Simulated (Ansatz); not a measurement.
**InSe under changes of volume**

One of the cells (29.237 Å³/atom); the others are scaled copies at fixed shape and fractional positions:

```
In Se
1.0
     2.00000    1.15470    8.44000
    -2.00000    1.15470    8.44000
     0.00000   -2.30940    8.44000
In Se
2 2
Direct
  0.88860 0.88860 0.88860
  0.00000 0.00000 0.00000
  0.17190 0.17190 0.17190
  0.38350 0.38350 0.38350
```

| Item | Value |
| --- | --- |
| Program | Ansatz 0.2.0 |
| Functional | PBEsol |
| Potentials or basis | Ansatz PAW |
| Cutoff | 420 eV (not typed: the program's choice for these potentials) |
| k mesh | 8 × 8 × 8 |
| Occupations | fermi-dirac, width 0.05 eV |
| Spin | no spin polarisation |

| volume (Å³/atom) | energy over the lowest point (meV/atom) | pressure (GPa) | gap on the mesh (eV) | largest force (eV/Å) |
| --- | --- | --- | --- | --- |
| 27.483 | ? | ? | ? | ? |
| 28.068 | 9.28 | 2.5 | 0.45 | 0.475 |
| 28.652 | 2.55 | 1.3 | 0.40 | 0.385 |
| 29.237 | 0.00 | 0.2 | 0.34 | 0.300 |
| 29.822 | 1.19 | -0.8 | 0.29 | 0.221 |
| 30.406 | 5.71 | -1.7 | 0.25 | 0.213 |
| 30.991 | 13.20 | -2.4 | 0.21 | 0.338 |

**Question.** What does the run at 27.483 Å³/atom give?

**Answer.** Energy over the lowest point 20.72 meV/atom; pressure 3.8 GPa; gap on the mesh 0.51 eV; largest force 0.598 eV/Å.

Worked out: A Birch-Murnaghan fit of order 3 (a polynomial in V^(-2/3)) to the other rows has its minimum at 29.33 Å³/atom with B0 = V·E''(V) = 50 GPa and B' = 4.8 at fixed shape and positions, which overstates the stiffness. It gives 20.73 meV/atom at 27.483 Å³/atom, against the run's 20.72, and -dE/dV = 3.8 GPa, against 3.8. A straight line through the other rows of the gap, of slope -2.45 eV per unit of ln V (its deformation potential), extrapolates to 0.50 eV, against the run's 0.51.

Energies are extrapolated to zero smearing.

Caveats: spin-orbit coupling is left out, which moves the levels of the heavy elements; the PAW data sets come from PBE, with cores solved anew for the run's functional, which leaves a small shift of forces and pressure.

A mesh can miss the band edges.
